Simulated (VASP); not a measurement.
# ScAl3 (Pm-3m) in VASP: settings compared, part 3 of 3

VASP 6.6.1. The steps go on from the part before.

### 5 Relaxation of cell and atoms, PBEsol

Contents of INCAR:

```
SYSTEM = ScAl3
ALGO = Fast ; EDIFF = 1E-7
EDIFFG = -0.005 ; ENCUT = 600
GGA = PS ; IBRION = 2
ISIF = 3 ; ISMEAR = 0
LASPH = .TRUE. ; LCHARG = .FALSE.
LREAL = .FALSE. ; LWAVE = .FALSE.
NELM = 100 ; NSW = 90
PREC = Accurate ; SIGMA = 0.1
```

Contents of KPOINTS:

```
k-points
0
G
  4 4 4
  0 0 0
```

Contents of POSCAR:

```
ScAl3
1.0
    4.0878065700      0.0000000000      0.0000000000
    0.0000000000      4.0878065700      0.0000000000
    0.0000000000      0.0000000000      4.0878065700
Sc Al
1 3
Direct
    0.0000000000      0.0000000000      0.0000000000
    0.5000000000      0.0000000000      0.5000000000
    0.0000000000      0.5000000000      0.5000000000
    0.5000000000      0.5000000000      0.0000000000
```

Potentials or basis: VASP PAW PBE potentials, release 64 (Sc_sv, Al).

The run is started by

```console
cat potpaw_PBE.64/Sc_sv/POTCAR potpaw_PBE.64/Al/POTCAR > POTCAR
mpirun -np 1 vasp_std > vasp.out
```

OUTCAR:

```text
SYSTEM = ScAl3
   EDIFF = 1E-7
   EDIFFG = -0.005
   ENCUT = 600
   GGA = PS
   IBRION = 2
   ISIF = 3
   ISMEAR = 0
   LASPH = .TRUE.
   LREAL = .FALSE.
   NELM = 100
   NSW = 90
   PREC = Accurate

 ion  position               nearest neighbor table
   1  0.000  0.000  0.000-   2 2.89   3 2.89   4 2.89   2 2.89   3 2.89   3 2.89   4 2.89   3 2.89
                             2 2.89   4 2.89   2 2.89   4 2.89
   2  0.500  0.000  0.500-   1 2.89   3 2.89   4 2.89   1 2.89   4 2.89   3 2.89   4 2.89   4 2.89
                             1 2.89   3 2.89   1 2.89   3 2.89
   3  0.000  0.500  0.500-   1 2.89   2 2.89   4 2.89   1 2.89   4 2.89   1 2.89   2 2.89   1 2.89
                             2 2.89   4 2.89   4 2.89   2 2.89
   4  0.500  0.500  0.000-   1 2.89   2 2.89   3 2.89   2 2.89   3 2.89   1 2.89   2 2.89   2 2.89
                             1 2.89   3 2.89   3 2.89   1 2.89

  LATTYP: Found a simple cubic cell.
 ALAT       =     4.0878065700

  Lattice vectors:

 A1 = (   4.0878065700,   0.0000000000,   0.0000000000)
 A2 = (   0.0000000000,   4.0878065700,   0.0000000000)
 A3 = (   0.0000000000,   0.0000000000,   4.0878065700)

Analysis of symmetry for initial positions (statically):
=====================================================================
 Subroutine PRICEL returns:
 Original cell was already a primitive cell.

 Routine SETGRP: Setting up the symmetry group for a
 simple cubic supercell.

 Subroutine GETGRP returns: Found 48 space group operations
 (whereof 48 operations were pure point group operations)
 out of a pool of 48 trial point group operations.

The static configuration has the point symmetry O_h .

Analysis of symmetry for dynamics (positions and initial velocities):
=====================================================================
 Subroutine PRICEL returns:
 Original cell was already a primitive cell.

 Routine SETGRP: Setting up the symmetry group for a
 simple cubic supercell.

 Subroutine GETGRP returns: Found 48 space group operations
 (whereof 48 operations were pure point group operations)
 out of a pool of 48 trial point group operations.

The dynamic configuration has the point symmetry O_h .

 Subroutine INISYM returns: Found 48 space group operations
 (whereof 48 operations are pure point group operations),
 and found     1 'primitive' translations

----------------------------------------------------------------------------------------

                                     Primitive cell

  volume of cell :      68.3079

  direct lattice vectors                    reciprocal lattice vectors
     4.087806570  0.000000000  0.000000000     0.244629970  0.000000000  0.000000000
     0.000000000  4.087806570  0.000000000     0.000000000  0.244629970  0.000000000
     0.000000000  0.000000000  4.087806570     0.000000000  0.000000000  0.244629970

  length of vectors
     4.087806570  4.087806570  4.087806570     0.244629970  0.244629970  0.244629970

  position of ions in fractional coordinates (direct lattice)
     0.000000000  0.000000000  0.000000000
     0.500000000  0.000000000  0.500000000
     0.000000000  0.500000000  0.500000000
     0.500000000  0.500000000  0.000000000

  ion indices of the primitive-cell ions
[... 26 lines left out ...]

 Subroutine IBZKPT returns following result:
 ===========================================

 Found     10 irreducible k-points:

 Following reciprocal coordinates:
            Coordinates               Weight
  0.000000  0.000000  0.000000      1.000000
  0.250000  0.000000  0.000000      6.000000
  0.500000  0.000000  0.000000      3.000000
  0.250000  0.250000  0.000000     12.000000
  0.500000  0.250000  0.000000     12.000000
  0.500000  0.500000  0.000000      3.000000
  0.250000  0.250000  0.250000      8.000000
  0.500000  0.250000  0.250000     12.000000
  0.500000  0.500000  0.250000      6.000000
  0.500000  0.500000  0.500000      1.000000
   k-points           NKPTS =     10   k-points in BZ     NKDIM =     10   number of bands    NBANDS=     14
   number of dos      NEDOS =    301   number of ions     NIONS =      4
   total plane-waves  NPLWV =  46656
   dimension x,y,z NGX =    36 NGY =   36 NGZ =   36
   dimension x,y,z NGXF=    72 NGYF=   72 NGZF=   72
   ions per type =               1   3
   NGX,Y,Z   is equivalent  to a cutoff of  14.64, 14.64, 14.64 a.u.
   NGXF,Y,Z  is equivalent  to a cutoff of  29.28, 29.28, 29.28 a.u.
 SYSTEM =  ScAl3
   PREC   = accura    normal or accurate (medium, high low for compatibility)
   ISTART =      0    job   : 0-new  1-cont  2-samecut
   ICHARG =      2    charge: 1-file 2-atom 10-const
   ISPIN  =      1    spin polarized calculation?
   LNONCOLLINEAR =      F non collinear calculations
   LSORBIT =      F    spin-orbit coupling
   LASPH  =      T    aspherical Exc in radial PAW
   ENCUT  =  600.0 eV  44.10 Ry    6.64 a.u.   8.16  8.16  8.16*2*pi/ulx,y,z
   NELM   =    100;   NELMIN=  2; NELMDL= -5     # of ELM steps
   EDIFF  = 0.1E-06   stopping-criterion for ELM
   LREAL  =      F    real-space projection
   EDIFFG = -.5E-02   stopping-criterion for IOM
   NSW    =     90    number of steps for IOM
   IBRION =      2    ionic relax: 0-MD 1-quasi-New 2-CG
   NFREE  =      1    steps in history (QN), initial steepest desc. (CG)
   ISIF   =      3    stress and relaxation
   ISYM   =      2    0-nonsym 1-usesym 2-fastsym
   POTIM  = 0.5000    time-step for ionic-motion
   TEBEG  =    0.0;   TEEND  =   0.0 temperature during run
   PSTRESS=    0.0 pullay stress
   NELECT =      20.0000    total number of electrons
   NUPDOWN=      -1.0000    fix difference up-down
   EMIN   =  10.00;   EMAX   =-10.00  energy-range for DOS
   EFERMI =   0.00;   METHOD = LEGACY
   ISMEAR =     0;   SIGMA  =   0.10  broadening in eV -4-tet -1-fermi 0-gaus
   EFERMI_NEDOS =   21; number of points for ismear=-14 and -15
   IALGO  =     68    algorithm
   IMIX   =      4    mixing-type and parameters
     AMIX     =   0.40;   BMIX     =  1.00
     AMIX_MAG =   1.60;   BMIX_MAG =  1.00
  volume/ion in A,a.u.               =      17.08       115.24
  Fermi-wavevector in a.u.,A,eV,Ry     =   1.087079  2.054282 16.078563  1.181741
  Thomas-Fermi vector in A             =   2.223230
   LORBIT       =      0    0 simple, 1 ext, 2 COOP (PROOUT), +10 PAW based schemes
   GGA     = PS    functional components
   LHFCALC =     F    Hartree Fock is set to
   AEXX    =    0.0000 exact exchange contribution
   IVDW    =     0    specifies the selected vdW correction
   LEPSILON=     F    determine dielectric tensor
   LRPA    =     F    only Hartree local field effects (RPA)
 conjugate gradient relaxation of ions
 non-spin polarized calculation
 RMM-DIIS sequential band-by-band and
 Gauss-broadening in eV      SIGMA  =   0.10
  energy-cutoff  :      600.00
  volume of cell :       68.31
 maximum number of plane-waves:      2301
 NGX is ok and might be reduce to    36
   NGX = 17   NGY = 17   NGZ = 17

--------------------------------------- Ionic step        1  -------------------------------------------

 number of electron      20.0000002 magnetization

 Free energy of the ion-electron system (eV)
  ---------------------------------------------------
  ext. energy  EPLUGINS =         0.00000000
  ---------------------------------------------------
  free energy    TOTEN  =       -20.64340225 eV

  energy without entropy =      -20.61901637  energy(sigma->0) =      -20.63120931

------------------------ aborting loop because EDIFF is reached ----------------------------------------

  FORCE on cell =-STRESS in cart. coord.  units (eV):
  Direction    XX          YY          ZZ          XY          YZ          ZX
  --------------------------------------------------------------------------------------
  -------------------------------------------------------------------------------------
  Total       -0.3167047     -0.3167047     -0.3167047     -0.0000000      0.0000000     -0.0000000
  in kB       -7.4283802     -7.4283802     -7.4283802     -0.0000000      0.0000000     -0.0000000
  external PRESSURE =      -7.4283802 kB  Pullay stress =       0.0000000 kB
[... 63 lines left out ...]
--------------------------------------- Ionic step        3  -------------------------------------------

 number of electron      20.0000003 magnetization

 Free energy of the ion-electron system (eV)
  ---------------------------------------------------
  ext. energy  EPLUGINS =         0.00000000
  ---------------------------------------------------
  free energy    TOTEN  =       -20.64485440 eV

  energy without entropy =      -20.62141774  energy(sigma->0) =      -20.63313607

 E-fermi :   7.3091     XC(G=0): -10.5341

 val. band max:        7.3081962187   @ k =   0.5000   0.2500   0.2500
 cond. band min:       7.3611849494   @ k =   0.2500   0.2500   0.0000
 fundamental gap:      0.0529887307
 Fermi energy:         7.3091292946

 k-point     1 :       0.0000    0.0000    0.0000
  band No.  band energies     occupation
      1     -41.4346      2.00000
      2     -20.2377      2.00000
      3     -20.2377      2.00000
      4     -20.2377      2.00000
      5      -2.7845      2.00000
      6       4.6409      2.00000
      7       4.6409      2.00000
      8       5.4779      2.00000
      9       5.4779      2.00000
     10       5.4779      2.00000
     11       8.5129      0.00000
     12       8.5802      0.00000
     13       8.5802      0.00000
     14       8.5802      0.00000
[... 182 lines left out ...]
  FREE ENERGIE OF THE ION-ELECTRON SYSTEM (eV)
  ---------------------------------------------------
  free  energy   TOTEN  =       -20.6448543985 eV

  energy  without entropy=      -20.6214177411  energy(sigma->0) =      -20.63313607

 reached required accuracy - stopping structural energy minimisation
```

OSZICAR:

```text
N       E                     dE             d eps       ncg     rms          rms(c)
DAV:   1     0.129896470986E+03    0.12990E+03   -0.88319E+03   280   0.143E+03
DAV:   2    -0.124672507535E+02   -0.14236E+03   -0.14094E+03   286   0.392E+02
DAV:   3    -0.215786966104E+02   -0.91114E+01   -0.85355E+01   442   0.780E+01
[... 44 lines left out ...]
RMM:   7    -0.206448551823E+02    0.19110E-05   -0.22667E-06   279   0.193E-02    0.521E-03
RMM:   8    -0.206448551852E+02   -0.28724E-08   -0.15149E-05   322   0.370E-02    0.548E-03
RMM:   9    -0.206448543002E+02    0.88499E-06   -0.29643E-06   291   0.228E-02    0.118E-03
RMM:  10    -0.206448544317E+02   -0.13153E-06   -0.13545E-06   246   0.879E-03    0.169E-03
RMM:  11    -0.206448543985E+02    0.33286E-07   -0.10074E-07   178   0.652E-03
   3 F= -.20644854E+02 E0= -.20633136E+02  d E =-.145214E-02
```

Run time: 23 s. Hardware: 1 thread of Intel Xeon 6975P-C (Granite Rapids), shared host; peak memory 0.21 GiB.

Results:

| Property | Result |
| --- | --- |
| Free energy | -20.6449 eV |
| Relaxed volume | 16.93 Å³/atom |
| Relaxed cell | a = 4.076 Å, b = 4.076 Å, c = 4.076 Å, α = 90.00°, β = 90.00°, γ = 90.00° |
| Space group after relaxing (to 0.05 Å) | Pm-3m (No. 221) |
| Energy gained by relaxing | 0.4 meV/atom |
| Ionic steps | 3 |
| Pressure after relaxing | 0.0 GPa |
| Band gap on the k mesh | none (metal or under the smearing width) |

Step by step:
| step | energy change (eV) | largest force (eV/Å) | pressure (GPa) | volume (Å³) |
| --- | --- | --- | --- | --- |
| 1 | 0.0000 | 0.0000 | -0.74 | 68.31 |
| 2 | -0.0013 | 0.0000 | 0.25 | 67.53 |
| 3 | -0.0015 | 0.0000 | 0.00 | 67.70 |

Final structure:
```xyz
4
Lattice="4.0757 0.0000 0.0000 0.0000 4.0757 0.0000 0.0000 0.0000 4.0757" Properties=species:S:1:pos:R:3 pbc="T T T"
Sc    0.0000    0.0000    0.0000
Al    2.0378    0.0000    2.0378
Al    0.0000    2.0378    2.0378
Al    2.0378    2.0378    0.0000
```

Levels at points of the mesh, in eV from the Fermi level:
```tsv
k point	band 8	band 9	band 10	band 11	band 12	band 13
(0.00, 0.00, 0.00)	-1.83	-1.83	-1.83	1.20	1.27	1.27
(0.50, 0.00, 0.00)	-1.75	-1.54	0.90	0.99	0.99	1.32
(0.50, 0.50, 0.00)	-4.42	-0.58	-0.58	1.19	1.35	2.05
(0.50, 0.50, 0.50)	-4.52	-2.99	-2.99	-2.99	0.91	2.59
```

Caveat: the k mesh is coarse (spacing up to 0.38 Å⁻¹), so the values aren't converged; the PAW data sets were made with another functional, which shifts forces and pressure a little.

### 6 Overview

| level | k mesh | cutoff (eV) | mesh quality | gap on the mesh (eV) | pressure (GPa) | relaxed volume (Å³/atom) |
| --- | --- | --- | --- | --- | --- | --- |
| PBE | 10 × 10 × 10 | 600 | not flagged | none | 0.0 | 17.30 |
| PBE+D3(BJ) | 10 × 10 × 10 | 600 | not flagged | none | 0.0 | 16.60 |
| PBEsol | 10 × 10 × 10 | 300 | not flagged | none | 0.0 | 16.85 |
| PBEsol | 4 × 4 × 4 | 600 | coarse | none | 0.0 | 16.93 |

Alike in all rows: task relaxation of cell and atoms; potentials or basis VASP PAW PBE potentials, release 64 (Sc_sv, Al); no spin polarisation; cell relaxed; smearing gaussian 0.1 eV.

Caveats: some runs use coarse meshes; the PAW data sets were made with another functional, which shifts forces and pressure a little (some runs); pairwise dispersion overbinds metals, which lowers pressure and volume (some runs).

Total energies depend on the potentials used, so only differences within one code and one set of settings carry meaning.
